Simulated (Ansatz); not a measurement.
# GaN (P6_3mc): the equilibrium volume, part 2 of 2

At what volume is GaN (P6_3mc) free of pressure?

Ansatz 0.2.0; DFT PBE, scalar-relativistic, plane waves, PAW. The steps go on from the part before.

## Step 3: Full relaxation

Contents of input.yaml:

```yaml
crystal:
  lattice:
    - [3.1889304035, 0.0, 0.0]
    - [-1.5944652018, 2.7616947404, 0.0]
    - [0.0, 0.0, 5.19235725]
  atoms:
    - { symbol: Ga, position: [0.66666667, 0.33333333, 0.49908371] }
    - { symbol: Ga, position: [0.33333333, 0.66666667, 0.99908371] }
    - { symbol: "N", position: [0.66666667, 0.33333333, 0.87591629] }
    - { symbol: "N", position: [0.33333333, 0.66666667, 0.37591629] }
basis:
  ecutwfc: 420
kpoints:
  mp_grid: { grid: [9, 9, 6] }
hamiltonian:
  xc: pbe
scf:
  occupations: { method: gaussian, width: 0.02 }
output:
  forces: true
  stress: true
  eigenvalues: true
relax:
  adjacent_minimum: "off"
  f_tol: 0.005
  max_steps: 80
  cell: { stress_tol: 0.05 }
```

Launch:

```bash
> ansatz run input.yaml --threads 8 --pin off --max-ram 16384MiB --backend cpu --events-out ev --progress --plain --runs-dir out
```

The log of the run:

```text
Warning: RAYON_NUM_THREADS=8 ignored (pool sized by the plan → 8); use --threads N
Engine: ansatz 0.2.0, aarch64-unknown-linux-gnu
Pseudopotentials: kind: paw
Pseudopotential: Ga, paw, valence charge 13, recommended cutoff 420 eV (normal), Ga.paw.azcp
Pseudopotential: N, paw, valence charge 5, recommended cutoff 420 eV (normal), N.paw.azcp
Functional definition: PBE
  parameter kappa = 0.804
  parameter beta = 0.06672455060314922
  exchange = pbe_x(kappa = kappa, mu = beta*pi^2/3)
  correlation = pbe_c(beta = beta)
Crystal: 4 atoms, lattice volume = 45.728 Å³
Basis set: ecut = 420 eV, 917 PW (Γ), exchange–correlation on 48×48×72 points (8 copies of the dense FFT grid, shifted against one another)
Bands: 22, of which v1, the nominal top of the filled ones, is band 18 counted from 1 (17 counted from 0)
Symmetry: 12 space group operations
Space group: P63mc (ITA 186), of the structure as read, at distance tolerance 3.6e-5 Å
k-points: 48 of 486 (time reversal used)
Non-local potential: Ga, projectors of the file, l = 0: 2, l = 1: 2, l = 2: 3, l = 3: 1
Non-local potential: N, projectors of the file, l = 0: 2, l = 1: 2, l = 2: 1
PAW form: soft (Blöchl's): semilocal exchange-correlation on the pseudo side does not see the compensation charge
PAW one-centre angular grid: Ga, 590 points (default); XC on 64 Gauss nodes
PAW one-centre angular grid: N, 110 points (default); XC on 64 Gauss nodes
Initial density: superposition of atomic densities (neutral atoms: chi_scale 0, normalization atom), corrected by the library's trained network
Initial wavefunctions: pseudopotential atomic-orbital guess
Functional: x = pbe(κ = 0.804, μ = 0.2195149727645171), c = pbe(β = 0.06672455060314922)
SCF iter   1: F=—  HF=-8335.816035 eV  |F-HF|=—  |Δ(HF+E_count)|=         —  Δρ=8.45e-4  dr2=1.93e-4  ethr=1.77e-3  ⟨swp⟩=5.3  Hψ=4339  notcnv=0
preconditioner: auto → Resta (q_TF=auto, 2.622 Å⁻¹)  ε∞=5.0  [insulator: Δε(μ)=1.893 eV  Ē_g=16.573 eV  σ=0.020 eV  W_gap=1.00  n_scr=22 (ndim 8)  ℏωp=32.9 eV  f_vac=0.009  D(μ)=0.00/eV (n_scr^D=0)  ε∞_Penn≈5.0]
SCF iter   2: F=—  HF=-8335.816614 eV  |F-HF|=—  |Δ(HF+E_count)|=   5.79e-4  Δρ=3.99e-4  dr2=2.75e-5  ethr=5.36e-7  ⟨swp⟩=2.0  Hψ=2385  notcnv=0
SCF iter   3: F=—  HF=-8335.816728 eV  |F-HF|=—  |Δ(HF+E_count)|=   1.14e-4  Δρ=1.86e-4  dr2=7.09e-6  ethr=7.63e-8  ⟨swp⟩=2.0  Hψ=1840  notcnv=0
SCF iter   4: F=—  HF=-8335.816755 eV  |F-HF|=—  |Δ(HF+E_count)|=   2.70e-5  Δρ=5.77e-5  dr2=1.07e-6  ethr=1.97e-8  ⟨swp⟩=2.0  Hψ=1892  notcnv=0
iter 5 did not close the SCF: its close was put off for the readings that it lacked (scf_convergence_deferred on its scf_iter line)
SCF iter   5: F=-8335.816758 eV  HF=-8335.816758 eV  |F-HF|=2.35e-7  |Δ(HF+E_count)|=   2.86e-6  Δρ=1.88e-5  dr2=9.75e-8  ethr=2.98e-9  ⟨swp⟩=2.0  Hψ=1907  notcnv=0
SCF iter   6: F=-8335.816758 eV  HF=-8335.816758 eV  |F-HF|=2.28e-9  |Δ(HF+E_count)|=   2.53e-7  Δρ=5.20e-6  dr2=1.08e-8  ethr=2.71e-10  ⟨swp⟩=2.0  Hψ=3985  notcnv=0
SCF 1 converged in 6 iterations: F = -8335.816758 eV  dr2 = 1.08e-8
relax step   1: F+E_penalty+E_count = -8335.81675801 eV  Δ(F+E_penalty+E_count) = +0.000e0 eV  max|allowed force component| = 5.812e-3 eV/Å  Δτ_max = 0.0000 Å  P = +5.158 GPa  Ω = 45.728 Å³  (6 SCF iters, dr2 threshold 1.00e-7 eV, accepted)
Crystal: 4 atoms, lattice volume = 46.485 Å³
Initial density: handed on by an earlier stage of this run
Initial wavefunctions: those handed on with the density
iter 1 solved again at ethr=1.46e-5 eV; its pass at ethr=3.10e-3 eV (dr2=5.25e-3 eV) is discarded
SCF iter   1: F=—  HF=-8335.832452 eV  |F-HF|=—  |Δ(HF+E_count)|=         —  Δρ=3.17e-3  dr2=5.25e-3  ethr=1.46e-5  ⟨swp⟩=1.0  Hψ=5277  notcnv=0
preconditioner: auto → Resta (q_TF=auto, 2.615 Å⁻¹)  ε∞=4.9  [insulator: Δε(μ)=1.765 eV  Ē_g=16.460 eV  σ=0.020 eV  W_gap=1.00  n_scr=22 (ndim 8)  ℏωp=32.7 eV  f_vac=0.012  D(μ)=0.00/eV (n_scr^D=0)  ε∞_Penn≈4.9]
SCF iter   2: F=—  HF=-8335.831072 eV  |F-HF|=—  |Δ(HF+E_count)|=   1.38e-3  Δρ=6.73e-4  dr2=2.24e-4  ethr=1.46e-5  ⟨swp⟩=2.0  Hψ=1538  notcnv=0
SCF iter   3: F=—  HF=-8335.831102 eV  |F-HF|=—  |Δ(HF+E_count)|=   3.05e-5  Δρ=4.11e-4  dr2=6.85e-5  ethr=6.23e-7  ⟨swp⟩=1.9  Hψ=1791  notcnv=0
SCF iter   4: F=—  HF=-8335.831130 eV  |F-HF|=—  |Δ(HF+E_count)|=   2.82e-5  Δρ=1.09e-4  dr2=4.71e-6  ethr=1.90e-7  ⟨swp⟩=2.9  Hψ=2203  notcnv=0
SCF iter   5: F=—  HF=-8335.831127 eV  |F-HF|=—  |Δ(HF+E_count)|=   2.95e-6  Δρ=5.03e-5  dr2=7.26e-7  ethr=1.31e-8  ⟨swp⟩=2.0  Hψ=1916  notcnv=0
SCF iter   6: F=-8335.831128 eV  HF=-8335.831128 eV  |F-HF|=1.53e-8  |Δ(HF+E_count)|=   1.20e-6  Δρ=1.09e-5  dr2=5.10e-8  ethr=1.11e-9  ⟨swp⟩=5.1  Hψ=4702  notcnv=0
SCF 2 converged in 6 iterations: F = -8335.831128 eV  dr2 = 5.10e-8
relax step   2: F+E_penalty+E_count = -8335.83112849 eV  Δ(F+E_penalty+E_count) = -1.437e-2 eV  max|allowed force component| = 8.162e-4 eV/Å  Δτ_max = 0.0005 Å  P = +1.997 GPa  Ω = 46.485 Å³  energy of the carried Pulay correction = -2.420e-3 eV  (6 SCF iters, dr2 threshold 4.00e-7 eV, accepted)
Crystal: 4 atoms, lattice volume = 46.976 Å³
Basis set: ecut = 420 eV, 941 PW (Γ), exchange–correlation on 48×48×72 points (8 copies of the dense FFT grid, shifted against one another)
iter 1 solved again at ethr=5.68e-6 eV; its pass at ethr=3.10e-3 eV (dr2=2.04e-3 eV) is discarded
SCF iter   1: F=—  HF=-8335.833255 eV  |F-HF|=—  |Δ(HF+E_count)|=         —  Δρ=1.97e-3  dr2=2.05e-3  ethr=5.68e-6  ⟨swp⟩=2.0  Hψ=5092  notcnv=0
preconditioner: auto → Resta (q_TF=auto, 2.610 Å⁻¹)  ε∞=4.9  [insulator: Δε(μ)=1.704 eV  Ē_g=16.388 eV  σ=0.020 eV  W_gap=1.00  n_scr=22 (ndim 8)  ℏωp=32.5 eV  f_vac=0.013  D(μ)=0.00/eV (n_scr^D=0)  ε∞_Penn≈4.9]
SCF iter   2: F=—  HF=-8335.832713 eV  |F-HF|=—  |Δ(HF+E_count)|=   5.42e-4  Δρ=4.24e-4  dr2=8.99e-5  ethr=5.68e-6  ⟨swp⟩=2.0  Hψ=1531  notcnv=0
SCF iter   3: F=—  HF=-8335.832732 eV  |F-HF|=—  |Δ(HF+E_count)|=   1.93e-5  Δρ=2.58e-4  dr2=2.81e-5  ethr=2.50e-7  ⟨swp⟩=1.3  Hψ=1288  notcnv=0
SCF iter   4: F=—  HF=-8335.832743 eV  |F-HF|=—  |Δ(HF+E_count)|=   1.10e-5  Δρ=4.73e-5  dr2=9.43e-7  ethr=7.82e-8  ⟨swp⟩=3.0  Hψ=2071  notcnv=0
SCF iter   5: F=-8335.832743 eV  HF=-8335.832743 eV  |F-HF|=2.44e-7  |Δ(HF+E_count)|=   3.55e-9  Δρ=2.87e-5  dr2=2.28e-7  ethr=1.11e-9  ⟨swp⟩=5.2  Hψ=4740  notcnv=0
SCF 3 converged in 5 iterations: F = -8335.832743 eV  dr2 = 2.28e-7
relax step   3: F+E_penalty+E_count = -8335.83274305 eV  Δ(F+E_penalty+E_count) = -1.615e-3 eV  max|allowed force component| = 1.524e-3 eV/Å  Δτ_max = 0.0002 Å  P = +0.082 GPa  Ω = 46.976 Å³  energy of the carried Pulay correction = -3.970e-3 eV  (5 SCF iters, dr2 threshold 4.00e-7 eV, accepted)
Crystal: 4 atoms, lattice volume = 46.997 Å³
iter 1 solved again at ethr=1.41e-8 eV; its pass at ethr=3.10e-3 eV (dr2=5.06e-6 eV) is discarded
SCF iter   1: F=—  HF=-8335.832673 eV  |F-HF|=—  |Δ(HF+E_count)|=         —  Δρ=1.01e-4  dr2=5.13e-6  ethr=1.41e-8  ⟨swp⟩=2.0  Hψ=5243  notcnv=0
preconditioner: auto → Resta (q_TF=auto, 2.610 Å⁻¹)  ε∞=4.9  [insulator: Δε(μ)=1.714 eV  Ē_g=16.387 eV  σ=0.020 eV  W_gap=1.00  n_scr=22 (ndim 8)  ℏωp=32.5 eV  f_vac=0.012  D(μ)=0.00/eV (n_scr^D=0)  ε∞_Penn≈4.9]
SCF iter   2: F=—  HF=-8335.832682 eV  |F-HF|=—  |Δ(HF+E_count)|=   9.39e-6  Δρ=2.83e-5  dr2=4.33e-7  ethr=1.41e-8  ⟨swp⟩=2.0  Hψ=1338  notcnv=0
SCF iter   3: F=—  HF=-8335.832682 eV  |F-HF|=—  |Δ(HF+E_count)|=   1.74e-7  Δρ=1.76e-5  dr2=1.63e-7  ethr=1.11e-10  ⟨swp⟩=4.1  Hψ=3887  notcnv=0
SCF iter   4: F=-8335.832683 eV  HF=-8335.832683 eV  |F-HF|=3.30e-8  |Δ(HF+E_count)|=   1.63e-7  Δρ=6.87e-6  dr2=2.13e-8  ethr=1.11e-10  ⟨swp⟩=2.6  Hψ=4034  notcnv=0
SCF 4 converged in 4 iterations: F = -8335.832683 eV  dr2 = 2.13e-8
relax step   4: F+E_penalty+E_count = -8335.83268252 eV  Δ(F+E_penalty+E_count) = +6.053e-5 eV  max|allowed force component| = 9.691e-4 eV/Å  Δτ_max = 0.0001 Å  P = +0.001 GPa  Ω = 46.997 Å³  energy of the carried Pulay correction = -4.037e-3 eV  (4 SCF iters, dr2 threshold 3.98e-8 eV, accepted)
Initial wavefunctions: pseudopotential atomic-orbital guess (no wavefunctions were taken with the density)
iter 1 solved again at ethr=4.39e-8 eV; its pass at ethr=3.10e-3 eV (dr2=1.58e-5 eV) is discarded
SCF iter   1: F=—  HF=-8335.835787 eV  |F-HF|=—  |Δ(HF+E_count)|=         —  Δρ=5.65e-4  dr2=5.53e-6  ethr=4.39e-8  ⟨swp⟩=3.1  Hψ=7226  notcnv=0
preconditioner: auto → Resta (q_TF=auto, 2.610 Å⁻¹)  ε∞=4.9  [insulator: Δε(μ)=1.716 eV  Ē_g=16.387 eV  σ=0.020 eV  W_gap=1.00  n_scr=22 (ndim 8)  ℏωp=32.5 eV  f_vac=0.012  D(μ)=0.00/eV (n_scr^D=0)  ε∞_Penn≈4.9]
SCF iter   2: F=—  HF=-8335.836950 eV  |F-HF|=—  |Δ(HF+E_count)|=   1.16e-3  Δρ=2.88e-4  dr2=1.75e-6  ethr=1.54e-8  ⟨swp⟩=2.1  Hψ=1782  notcnv=0
SCF iter   3: F=—  HF=-8335.837311 eV  |F-HF|=—  |Δ(HF+E_count)|=   3.61e-4  Δρ=8.67e-5  dr2=1.34e-7  ethr=4.85e-9  ⟨swp⟩=2.9  Hψ=1980  notcnv=0
SCF iter   4: F=—  HF=-8335.837345 eV  |F-HF|=—  |Δ(HF+E_count)|=   3.43e-5  Δρ=7.30e-6  dr2=8.58e-9  ethr=3.73e-10  ⟨swp⟩=2.0  Hψ=1920  notcnv=0
SCF iter   5: F=—  HF=-8335.837345 eV  |F-HF|=—  |Δ(HF+E_count)|=   6.11e-8  Δρ=3.00e-6  dr2=1.09e-9  ethr=2.38e-11  ⟨swp⟩=2.0  Hψ=1901  notcnv=0
SCF iter   6: F=—  HF=-8335.837345 eV  |F-HF|=—  |Δ(HF+E_count)|=   3.15e-8  Δρ=7.80e-7  dr2=3.06e-10  ethr=3.03e-12  ⟨swp⟩=2.0  Hψ=1898  notcnv=0
SCF iter   7: F=-8335.837345 eV  HF=-8335.837345 eV  |F-HF|=1.82e-11  |Δ(HF+E_count)|=  6.71e-10  Δρ=1.59e-7  dr2=9.85e-12  ethr=1.00e-12  ⟨swp⟩=3.0  Hψ=4255  notcnv=0
SCF 5 converged in 7 iterations: F = -8335.837345 eV  dr2 = 9.85e-12
relax step   5: F+E_penalty+E_count = -8335.83734532 eV  Δ(F+E_penalty+E_count) = -4.663e-3 eV  max|allowed force component| = 8.895e-4 eV/Å  Δτ_max = 0.0000 Å  P = +0.130 GPa  Ω = 46.997 Å³  stress off target by 1.36e-1 GPa  SCF on the basis re-selected at this cell (its energy is not comparable with the rows above)  (7 SCF iters)
basis re-selected at this cell: Δ(F+E_penalty+E_count) = -4.663e-3 eV, ΔP = +0.129 GPa vs the last step (what re-selecting the basis moved, of the pressure what is left beyond the Pulay correction that the steps carried, after the strain that the cell walked since its last selection, with what the two solves' SCF thresholds leave and, on support functions, any second-order correction that the steps lacked; it is no measure of the basis error at this ecutwfc). This SCF's stress stands 1.36e-1 GPa from its target on what of the cell is left free (relax.cell.stress_tol is 5.00e-2 GPa) and its largest allowed force component is 8.89e-4 eV/Å (relax.f_tol is 5.00e-3 eV/Å): not within both, so this SCF does not close the relaxation
Crystal: 4 atoms, lattice volume = 47.031 Å³
iter 1 solved again at ethr=2.67e-8 eV; its pass at ethr=3.10e-3 eV (dr2=9.63e-6 eV) is discarded
SCF iter   1: F=—  HF=-8335.837246 eV  |F-HF|=—  |Δ(HF+E_count)|=         —  Δρ=1.36e-4  dr2=9.80e-6  ethr=2.67e-8  ⟨swp⟩=2.5  Hψ=5095  notcnv=0
preconditioner: auto → Resta (q_TF=auto, 2.609 Å⁻¹)  ε∞=4.9  [insulator: Δε(μ)=1.710 eV  Ē_g=16.382 eV  σ=0.020 eV  W_gap=1.00  n_scr=22 (ndim 8)  ℏωp=32.5 eV  f_vac=0.012  D(μ)=0.00/eV (n_scr^D=0)  ε∞_Penn≈4.9]
SCF iter   2: F=—  HF=-8335.837253 eV  |F-HF|=—  |Δ(HF+E_count)|=   7.86e-6  Δρ=2.96e-5  dr2=4.21e-7  ethr=2.67e-8  ⟨swp⟩=2.0  Hψ=1348  notcnv=0
SCF iter   3: F=—  HF=-8335.837254 eV  |F-HF|=—  |Δ(HF+E_count)|=   2.37e-8  Δρ=1.77e-5  dr2=1.35e-7  ethr=1.28e-10  ⟨swp⟩=4.1  Hψ=3827  notcnv=0
SCF iter   4: F=-8335.837254 eV  HF=-8335.837254 eV  |F-HF|=9.85e-9  |Δ(HF+E_count)|=   5.00e-8  Δρ=3.94e-6  dr2=6.94e-9  ethr=1.28e-10  ⟨swp⟩=4.7  Hψ=4305  notcnv=0
SCF 6 converged in 4 iterations: F = -8335.837254 eV  dr2 = 6.94e-9
relax step   6: F+E_penalty+E_count = -8335.83725356 eV  Δ(F+E_penalty+E_count) = +9.176e-5 eV  max|allowed force component| = 1.501e-5 eV/Å  Δτ_max = 0.0000 Å  P = +0.003 GPa  Ω = 47.031 Å³  energy of the carried Pulay correction = -1.060e-4 eV  (4 SCF iters, dr2 threshold 4.61e-8 eV, accepted)
iter 1 solved again at ethr=2.20e-8 eV; its pass at ethr=3.10e-3 eV (dr2=7.92e-6 eV) is discarded
SCF iter   1: F=—  HF=-8335.837344 eV  |F-HF|=—  |Δ(HF+E_count)|=         —  Δρ=5.93e-6  dr2=7.49e-9  ethr=2.20e-8  ⟨swp⟩=3.1  Hψ=7539  notcnv=0
preconditioner: auto → Resta (q_TF=auto, 2.609 Å⁻¹)  ε∞=4.9  [insulator: Δε(μ)=1.711 eV  Ē_g=16.382 eV  σ=0.020 eV  W_gap=1.00  n_scr=22 (ndim 8)  ℏωp=32.5 eV  f_vac=0.012  D(μ)=0.00/eV (n_scr^D=0)  ε∞_Penn≈4.9]
SCF iter   2: F=—  HF=-8335.837358 eV  |F-HF|=—  |Δ(HF+E_count)|=   1.48e-5  Δρ=3.64e-6  dr2=3.13e-9  ethr=2.08e-11  ⟨swp⟩=2.0  Hψ=1921  notcnv=0
SCF iter   3: F=—  HF=-8335.837358 eV  |F-HF|=—  |Δ(HF+E_count)|=   3.94e-9  Δρ=2.04e-6  dr2=1.19e-9  ethr=8.69e-12  ⟨swp⟩=2.8  Hψ=2153  notcnv=0
SCF iter   4: F=—  HF=-8335.837358 eV  |F-HF|=—  |Δ(HF+E_count)|=   2.32e-9  Δρ=8.35e-7  dr2=2.12e-10  ethr=3.31e-12  ⟨swp⟩=2.1  Hψ=1435  notcnv=0
SCF iter   5: F=-8335.837358 eV  HF=-8335.837358 eV  |F-HF|=1.82e-11  |Δ(HF+E_count)|=  5.09e-10  Δρ=1.70e-7  dr2=1.17e-11  ethr=1.00e-12  ⟨swp⟩=2.9  Hψ=4175  notcnv=0
SCF 7 converged in 5 iterations: F = -8335.837358 eV  dr2 = 1.17e-11
relax step   7: F+E_penalty+E_count = -8335.83735839 eV  Δ(F+E_penalty+E_count) = -1.048e-4 eV  max|allowed force component| = 1.524e-6 eV/Å  Δτ_max = 0.0000 Å  P = +0.004 GPa  Ω = 47.031 Å³  stress off target by 4.63e-3 GPa  SCF on the basis re-selected at this cell (its energy is not comparable with the rows above)  (5 SCF iters)
basis re-selected at this cell: Δ(F+E_penalty+E_count) = -1.048e-4 eV, ΔP = +0.002 GPa vs the last step (what re-selecting the basis moved, of the pressure what is left beyond the Pulay correction that the steps carried, after the strain that the cell walked since its last selection, with what the two solves' SCF thresholds leave and, on support functions, any second-order correction that the steps lacked; it is no measure of the basis error at this ecutwfc). This SCF's stress stands 4.63e-3 GPa from its target on what of the cell is left free (relax.cell.stress_tol is 5.00e-2 GPa) and its largest allowed force component is 1.52e-6 eV/Å (relax.f_tol is 5.00e-3 eV/Å): within both
SCF converged after 5 iterations
Free energy (F): -8335.837358 eV
Harris-Foulkes:  -8335.837358 eV  (|F-HF|=1.82e-11)
Internal energy: -8335.837358 eV  (E = F + TS)
E sigma→0 (E₀):  -8335.837358 eV
Fermi energy:    10.116705 eV
--- Per-component energies (eV) ---
  E_band       = -24.085656
  E_kinetic    = 492.185584
  E_local      = -3949.639744  (includes V_loc(G=0)·N_el)
  E_nonlocal   = 948.674625
  E_hartree    = 1813.647364
  E_xc         = -256.803683
  E_vxc        = -267.226335  (∫ρ·V_xc dr)
  E_paw        = -4240.957261  (= ΣΔE_a)
  E_vpaw       = -875.374750  (= ΣTr[D̂ρ^β])
  E_aug_tail   = 0.000157  (compensation charges beyond the density's cutoff)
  E_ewald      = -3142.944401
  E_smearing   = -0.000000  (= −TS)
  E_closure    = -0.000000  (closes the sum)
  Σ components = -8335.837358   (vs F -8335.837358, Δ=0.00e0)
--- Forces (eV/Å), atoms counted from 1 ---
  atom   1  Ga     0.00000000    -0.00000000    -0.00000151
  atom   2  Ga     0.00000000     0.00000000    -0.00000151
  atom   3  N     -0.00000000    -0.00000000     0.00000154
  atom   4  N      0.00000000     0.00000000     0.00000154
  max |Σ_I F_I| component: 4.86e-8 eV/Å
--- Stress (GPa, compression-positive) ---
        0.004406      -0.000000      -0.000000
       -0.000000       0.004406       0.000000
       -0.000000       0.000000       0.004632
  P = ⅓ Tr σ = 0.0045 GPa (0.045 kbar)
--- Band table (eV; the first three rows and the last of 48) ---
  k-point 0: bands = ["-6.4721", "-5.6704", "-4.2029", "-4.1889", "-4.1889", "-4.1336", "-4.1336", "-3.9605", "-3.9605", "-3.8711", "-3.8711", "-2.6165", "2.4008", "8.2657", "8.2657", "9.2252", "9.2614", "9.2614", "10.9719", "13.3287", "18.2821", "18.9974"]
  k-point 1: bands = ["-6.3968", "-5.6946", "-4.1875", "-4.1875", "-4.1780", "-4.1394", "-4.1394", "-3.9523", "-3.9523", "-3.8751", "-3.8751", "-2.8765", "2.8723", "8.3293", "8.3293", "8.3979", "9.1919", "9.1919", "11.6782", "13.3829", "18.0918", "19.0316"]
  k-point 2: bands = ["-6.1991", "-5.7834", "-4.1819", "-4.1819", "-4.1539", "-4.1539", "-4.0779", "-3.9317", "-3.9317", "-3.8874", "-3.8874", "-3.3961", "4.0208", "6.9836", "8.5052", "8.5052", "9.0035", "9.0035", "12.6727", "13.4695", "17.6995", "18.1319"]
  k-point 47: bands = ["-5.5212", "-5.5212", "-4.0783", "-4.0783", "-4.0649", "-4.0649", "-3.9405", "-3.9405", "-3.9185", "-3.9185", "-2.1838", "-2.1838", "3.2346", "3.2346", "5.2246", "5.2246", "7.8420", "7.8420", "15.4893", "15.4893", "16.5102", "16.5102"]
--- Relaxed structure (5 steps of the walk, 5 accepted, 2 SCFs on fresh bases) ---
  F+E_penalty+E_count = -8335.83735839 eV   max|allowed force component| = 1.524e-6 eV/Å   (the final SCF, on the basis selected at the relaxed cell)
  cell:  # Å, volume = 47.0314 Å³
    - [3.218357129782897, 2.913392464105919e-11, 2.5372412659800514e-18]
    - [-1.6091785649166792, 2.7871790328281936, -2.0075399774574234e-18]
    - [4.131248229132938e-18, -1.3892676693149272e-18, 5.243108926528534]
  atoms:
    - { symbol: Ga, position: [0.6666666666666665, 0.3333333333333333, 0.499134843606082] }
    - { symbol: Ga, position: [0.3333333333333333, 0.6666666666666666, 0.9991348436060818] }
    - { symbol: N, position: [0.6666666666666665, 0.3333333333333333, 0.8758651563939179] }
    - { symbol: N, position: [0.3333333333333333, 0.6666666666666666, 0.37586515639391793] }
```

Wall time 4.4 s (8 threads of Arm Neoverse V2, shared host); peak memory 0.46 GiB.

The steps of the relaxation:

```csv
step,energy from step 1 (meV/atom),largest force component (eV/Å),pressure (GPa),volume (Å³/atom)
1,0.0,0.006,5.16,11.432
2,-3.6,0.001,2.00,11.621
3,-4.0,0.002,0.08,11.744
4,-4.0,0.001,0.00,11.749
5,-5.1,0.001,0.13,11.749
6,-5.1,0.000,0.00,11.758
7,-5.2,0.000,0.00,11.758
```

Step 1 is the start. Step 5 repeats a cell on a basis chosen anew, so the energy can jump there without a move. Step 7 repeats the geometry before it on a plane-wave basis chosen anew for the final cell, which leaves the energy as it was.

Read off: volume 11.758 Å³/atom, pressure 0.00 GPa, gap on the mesh 1.71 eV.

## Step 4: The cell, before and after

How the cell compares, before and after:

| cell as typed | before | after | change |
| --- | --- | --- | --- |
| a (Å) | 3.189 | 3.218 | +0.9 % |
| b (Å) | 3.189 | 3.218 | +0.9 % |
| c (Å) | 5.192 | 5.243 | +1.0 % |
| volume (Å³/atom) | 11.432 | 11.758 | +2.8 % |
| shortest distance (Å) | 1.949 | 1.967 | +0.9 % |
| space group | P6_3mc | P6_3mc | same |

## Step 5: Summary of results

The summary covers parts 1 to 2. Changes of volume or cell count from the first structure of part 1.

```
         quantity                                                                       value
           volume                                                              11.758 Å³/atom
         pressure                                                                    0.00 GPa
conventional cell  a = 3.218 Å, b = 3.218 Å, c = 5.243 Å, α = 90.00°, β = 90.00°, γ = 120.00°
  gap on the mesh                                                                     1.71 eV
```

Over the 2 runs shown the cell moved from 11.43 to 11.76 Å³/atom, a change of +2.8 %, where the pressure is zero within 0.01 GPa.

These are semilocal Kohn-Sham gaps, which aren't the measured quantity. Such gaps usually fall short of the measured ones.
